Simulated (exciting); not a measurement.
# Cu (I4/mmm) in exciting: single point with PBE

Aim: the single point of Cu with PBE.

All numbers are computed with exciting (release sodium); they aren't measurements. Logs are shortened: lines on timing, memory, paths and dates and some standing lists are left out, and cuts for length are marked.

## Step 1: Starting point

The structure is tetragonal, space group I4/mmm (No. 139). Conventional cell: a = 2.886 Å, b = 2.886 Å, c = 2.752 Å, α = 90.00°, β = 90.00°, γ = 90.00°. Around Cu (site symmetry 4/mmm) lie 10 Cu at 2.46 to 2.75 Å.

This isn't the form of Cu at room conditions, which is fcc.

## Step 2: Single point, PBE

input.xml reads:

```xml
<input>
  <title>Cu</title>
  <structure speciespath="./" tshift="false">
    <crystal scale="1">
      <basevect>4.650763523623 0.000000000000 0.000000000000</basevect>
      <basevect>-1.742781270997 4.311880656210 0.000000000000</basevect>
      <basevect>-1.453991126502 -2.155940328294 3.855830968454</basevect>
    </crystal>
    <species speciesfile="Cu.xml" rmt="2">
      <atom coord="0.000000000000 0.000000000000 0.000000000000"/>
    </species>
  </structure>
  <groundstate do="fromscratch" ngridk="13 13 13" rgkmax="9" gmaxvr="14" lmaxapw="10" lmaxmat="10" lmaxvr="8" xctype="GGA_PBE" stype="Gaussian" swidth="0.00367493" nempty="12" ValenceRelativity="iora*" epsengy="1e-05" epspot="1e-05" maxscl="60" tforce="true" outputlevel="normal"/>
</input>
```

Potentials or basis: all-electron LAPW+lo, shipped species files, valence relativity iora*.

Launch:

```console
$ OMP_NUM_THREADS=1 exciting_smp
```

INFO.OUT:

```text
================================================================================
EXCITING SODIUM started
[... 10 lines left out ...]

 Lattice vectors (cartesian) :
      4.6507635236      0.0000000000      0.0000000000
     -1.7427812710      4.3118806562      0.0000000000
     -1.4539911265     -2.1559403283      3.8558309685

 Reciprocal lattice vectors (cartesian) :
      1.3510008142      0.5460491845      0.8147641013
     -0.0000000000      1.4571797803      0.8147641013
      0.0000000000     -0.0000000000      1.6295282025

 Unit cell volume                           :      77.3230500486
 Brillouin zone volume                      :       3.2079724388

 Species :    1 (Cu)
     parameters loaded from                 :    Cu.xml
     name                                   :    copper
     nuclear charge                         :     -29.00000000
     electronic charge                      :      29.00000000
     atomic mass                            :  115837.27170000
     muffin-tin radius                      :       2.00000000
     # of radial points in muffin-tin       :     350

     atomic positions (lattice) :
       1 :   0.00000000  0.00000000  0.00000000

 Total number of atoms per unit cell        :       1

 Spin treatment                             :    spin-unpolarised

 Number of Bravais lattice symmetries       :      16
 Number of crystal symmetries               :      16

 k-point grid                               :      13   13   13
 Total number of k-points                   :     196
 k-point set is reduced with crystal symmetries

 R^MT_min * |G+k|_max (rgkmax)              :       9.00000000
 Species with R^MT_min                      :       1 (Cu)
 Maximum |G+k| for APW functions            :       4.50000000
 Maximum |G| for potential and density      :      14.00000000

 G-vector grid sizes                        :      24    24    24
 Total number of G-vectors                  :    3611

 Maximum angular momentum used for
     APW functions                          :      10
     computing H and O matrix elements      :      10
     potential and density                  :       8
     inner part of muffin-tin               :       2

 Total nuclear charge                       :     -29.00000000
 Total electronic charge                    :      29.00000000
 Total core charge                          :      12.00000000
 Total valence charge                       :      17.00000000

 Number of empty states                     :      12
 Total number of valence states             :      21

 Maximum Hamiltonian size                   :     147
 Maximum number of plane-waves              :     135
 Total number of local-orbitals             :      12

 Exchange-correlation type                  :      20
     Perdew-Burke-Ernzerhof, Phys. Rev. Lett. 77, 3865 (1996)
     Generalised gradient approximation (GGA)

 Smearing scheme                            :    Gaussian
 Smearing width                             :       0.00367493

 Using multisecant Broyden potential mixing
[... 6 lines left out ...]
* Groundstate module started                                                   *
********************************************************************************
 Output level for this task is set to normal

++++++++++++++++++++++++++++++++++++++++++++++++++++++++++++++++++++++++++++++++
[... 5 lines left out ...]
+ SCF iteration number :    1                                                  +
++++++++++++++++++++++++++++++++++++++++++++++++++++++++++++++++++++++++++++++++
 Total energy                               :     -1642.20539550
 _______________________________________________________________
 Fermi energy                               :         0.37250451
 Kinetic energy                             :      1689.29693574
 Coulomb energy                             :     -3264.47393369
 Exchange energy                            :       -65.62821167
 Correlation energy                         :        -1.40018588

 DOS at Fermi energy (states/Ha/cell)       :        15.56769376

 Electron charges :
     core                                   :        12.00000000
     core leakage                           :         0.00156581
     valence                                :        17.00000000
     interstitial                           :         1.90758204
     charge in muffin-tin spheres :
                  atom     1    Cu          :        27.09241796
     total charge in muffin-tins            :        27.09241796
     total charge                           :        29.00000000

++++++++++++++++++++++++++++++++++++++++++++++++++++++++++++++++++++++++++++++++
+ SCF iteration number :    2                                                  +
++++++++++++++++++++++++++++++++++++++++++++++++++++++++++++++++++++++++++++++++
 Total energy                               :     -1657.50870304
 _______________________________________________________________
 Fermi energy                               :         0.31711565
 Kinetic energy                             :      1682.94955106
 Coulomb energy                             :     -3272.68696629
 Exchange energy                            :       -66.36874744
 Correlation energy                         :        -1.40254037

 DOS at Fermi energy (states/Ha/cell)       :         9.47535850

 Electron charges :
     core                                   :        12.00000000
     core leakage                           :         0.00142912
     valence                                :        17.00000000
     interstitial                           :         1.58608229
     charge in muffin-tin spheres :
                  atom     1    Cu          :        27.41391771
     total charge in muffin-tins            :        27.41391771
     total charge                           :        29.00000000
[... 253 lines left out ...]
 RMS change in effective potential (target) :  0.568592E-08  ( 0.100000E-04)
 Absolute change in total energy   (target) :  0.847524E-05  ( 0.100000E-04)
 Charge distance                   (target) :  0.179233E-07  ( 0.100000E-04)
 Abs. change in max-nonIBS-force   (target) :   0.00000      ( 0.500000E-04)

++++++++++++++++++++++++++++++++++++++++++++++++++++++++++++++++++++++++++++++++
+ SCF iteration number :   12                                                  +
++++++++++++++++++++++++++++++++++++++++++++++++++++++++++++++++++++++++++++++++
 Total energy                               :     -1655.03043870
 _______________________________________________________________
 Fermi energy                               :         0.31015304
 Kinetic energy                             :      1683.37523951
 Coulomb energy                             :     -3270.75955827
 Exchange energy                            :       -66.24409109
 Correlation energy                         :        -1.40202885

 DOS at Fermi energy (states/Ha/cell)       :         9.18439070

 Electron charges :
     core                                   :        12.00000000
     core leakage                           :         0.00144054
     valence                                :        17.00000000
     interstitial                           :         1.61966131
     charge in muffin-tin spheres :
                  atom     1    Cu          :        27.38033869
     total charge in muffin-tins            :        27.38033869
     total charge                           :        29.00000000

 RMS change in effective potential (target) :  0.317854E-09  ( 0.100000E-04)
 Absolute change in total energy   (target) :  0.219853E-06  ( 0.100000E-04)
 Charge distance                   (target) :  0.541322E-09  ( 0.100000E-04)
 Abs. change in max-nonIBS-force   (target) :   0.00000      ( 0.500000E-04)

++++++++++++++++++++++++++++++++++++++++++++++++++++++++++++++++++++++++++++++++
| Convergency criteria checked for the last 2 iterations                       +
| Convergence targets achieved. Performing final SCF iteration                 +
++++++++++++++++++++++++++++++++++++++++++++++++++++++++++++++++++++++++++++++++
 Total energy                               :     -1655.03043869
 _______________________________________________________________
 Fermi energy                               :         0.31015304
 Kinetic energy                             :      1683.37523951
 Coulomb energy                             :     -3270.75955827
 Exchange energy                            :       -66.24409109
 Correlation energy                         :        -1.40202885

 DOS at Fermi energy (states/Ha/cell)       :         9.18439070

 Electron charges :
     core                                   :        12.00000000
     core leakage                           :         0.00144054
     valence                                :        17.00000000
     interstitial                           :         1.61966131
     charge in muffin-tin spheres :
                  atom     1    Cu          :        27.38033869
     total charge in muffin-tins            :        27.38033869
     total charge                           :        29.00000000

++++++++++++++++++++++++++++++++++++++++++++++++++++++++++++++++++++++++++++++++
+ Self-consistent loop stopped                                                 +
++++++++++++++++++++++++++++++++++++++++++++++++++++++++++++++++++++++++++++++++
 STATE.OUT is written

--------------------------------------------------------------------------------
- Writing atomic positions and forces                                          -
--------------------------------------------------------------------------------

 Atomic positions (lattice) :
 atom     1  Cu  :     0.00000000    0.00000000    0.00000000

 Total atomic forces including IBS (cartesian) :
 atom     1  Cu  :     0.00000000    0.00000000    0.00000000

 Atomic force components including IBS (cartesian) :
 atom     1  Cu  :     0.00000000    0.00000000    0.00000000   HF force
                 :     0.00000000    0.00000000    0.00000000   core correction
                 :     0.00000000    0.00000000    0.00000000   IBS correction

********************************************************************************
* Groundstate module stopped                                                   *
********************************************************************************

--------------------------------------------------------------------------------
- CAUTION! Warnings have been written in file WARNING.OUT !                    -
--------------------------------------------------------------------------------
================================================================================
| EXCITING SODIUM stopped                                                      =
================================================================================
```

Wall time 50 s (1 thread of Arm Neoverse V2, shared host); peak memory 0.09 GiB.

Results:

```yaml
Free_energy: -45035.6742 eV
Band_gap_on_the_k_mesh: none (metal or under the smearing width)
All_electrons_inside_the_program's_atomic_spheres: Cu 27.38 (radii Cu 2.0 bohr)
Density_of_states_at_the_Fermi_level: 0.34 states/eV per cell
```

Levels at points of the mesh, in eV from the Fermi level:
| k point | band 6 | band 7 | band 8 | band 9 | band 10 | band 11 | band 12 | band 13 |
| --- | --- | --- | --- | --- | --- | --- | --- | --- |
| (0.00, 0.00, 0.00) | -3.05 | -3.05 | -2.17 | -1.96 | 24.95 | 24.95 | 26.20 | 28.94 |

Caveat: the log's total energy holds no entropy term; the free energy is that total less TS from the occupations.
